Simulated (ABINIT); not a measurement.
Runs of ABINIT 10.8.3 (patched build) on WC (Qusongite). The structure is hexagonal, space group P-6m2 (No. 187). Conventional cell: a = 2.907 Å, b = 2.907 Å, c = 2.837 Å, α = 90.00°, β = 90.00°, γ = 120.00°. W (site symmetry -6m2) is surrounded by 6 C at 2.20 Å. Around C (site symmetry -6m2) lie 6 W at 2.20 Å. 

```csv
task,level,potentials or basis,spin,k mesh,cutoff (eV),fine-grid cutoff,dispersion computed by,mesh quality,gap on the mesh (eV),pressure (GPa),V0 of scaled cells (Å³/atom),B0 (GPa)
single point,PBEsol,JTH PAW PBE v2.0,off,6 × 6 × 5,517,1034.03 eV,-,coarse,none,-2.2,-,-
band structure,WC,JTH PAW PBE v2.0,"SOC, no magnetisation",10 × 10 × 9,517,1034.03 eV,-,not flagged,none,-0.1,-,-
equation of state,PBE,JTH PAW PBE v2.0,off,10 × 10 × 9,680,1278.94 eV,-,not flagged,-,-,10.55,388
single point,PBE,JTH PAW PBE v2.0,off,4 × 4 × 4,517,1034.03 eV,-,coarse,none,(c),-,-
equation of state,PBE+D4,JTH PAW PBE v2.0,off,10 × 10 × 9,517,1034.03 eV,dftd4 4.3.1,not flagged,-,-,(b),406
band structure,PBE,SG15 NC PBE v1.2,off,10 × 10 × 9,1116,-,-,not flagged,none,5.2,-,-
band structure,LDA,JTH PAW LDA v2.0,"SOC, no magnetisation",10 × 10 × 9,544,1088.46 eV,-,not flagged,none,-9.4,-,-
band structure,AM05,JTH PAW PBE v2.0,"SOC, no magnetisation",10 × 10 × 9,517,1034.03 eV,-,not flagged,none,(a),-,-
```

Alike in all rows: cell as given; smearing fermi-dirac 0.05 eV.

Problem. Estimate the missing entries.

Solution. (a) -4.2; (b) 10.37; (c) 6.9.

Caveats: some runs use coarse meshes; the PAW data sets were made with another functional, which shifts forces and pressure a little (some runs); pressures at fixed basis lie under the slope of the energies (some runs); the cell was scaled at fixed shape and fractional positions, which overstates the stiffness of a crystal with free parameters, most of all of layers and chains (some runs); spin-orbit coupling is left out, which moves the levels of the heavy elements (some runs).

A k mesh can miss the band edges, and rows without SOC leave out spin-orbit coupling on W.

A gap of «none» marks a metal or a gap under the smearing width.

The runs don't all hold the same shells in valence.
